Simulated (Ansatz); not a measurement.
**Energy ranking of Ti2Co structures**

Computed with DFT r2SCAN, scalar-relativistic, plane waves, PAW in Ansatz. All cells share a 500 eV cutoff and Γ-centred k meshes spaced at most 0.3 Å⁻¹ (0.19 for metals, 2π included).

All energies are static (0 K, no zero-point motion). The comparison covers the computed candidates alone. The k mesh leaves about 4 meV/atom of noise in metals. The magnetic state reached may not be the lowest. Magnetic atoms first started from parallel or listed moments, and other orders weren't tried. A dash marks a run without spin. The functional can misorder magnetic and non-magnetic phases.

```
#   started from      space group  atoms  V (Å³/atom)  ΔE (meV/atom)  gap on mesh (eV)  net m per atom / largest site m (μB)
1  fluorite type  Fm-3m (No. 225)      3         16.0              0              0.00                                     -
2  database cell  Fd-3m (No. 227)      6         15.1            448              0.00                           0.81 / 1.76
```

The lowest structure: Space group Fm-3m (No. 225), cubic, a = 5.767 Å. Around Ti lie 4 Co at 2.50 Å and 6 Ti at 2.88 Å; Co is coordinated by 8 Ti at 2.50 Å. Its energy against the elements is 0.06 eV/atom, so it is unstable even against them. The zero of energy is the lowest elemental structures computed at the same level; no fitted shifts are applied.

```xyz
3
Lattice="0.0000 2.8834 2.8834 2.8834 0.0000 2.8834 2.8834 2.8834 0.0000" Properties=species:S:1:pos:R:3 pbc="T T T"
Ti    1.4417    1.4417    1.4417
Ti    4.3252    4.3252    4.3252
Co    0.0000    0.0000    0.0000
```

The second: Space group Fd-3m (No. 227), cubic, a = 7.129 Å. Ti has 6 Ti at 2.52 Å and 6 Co at 2.96 Å; around Co lie 12 Ti at 2.96 Å and 4 Co at 3.09 Å.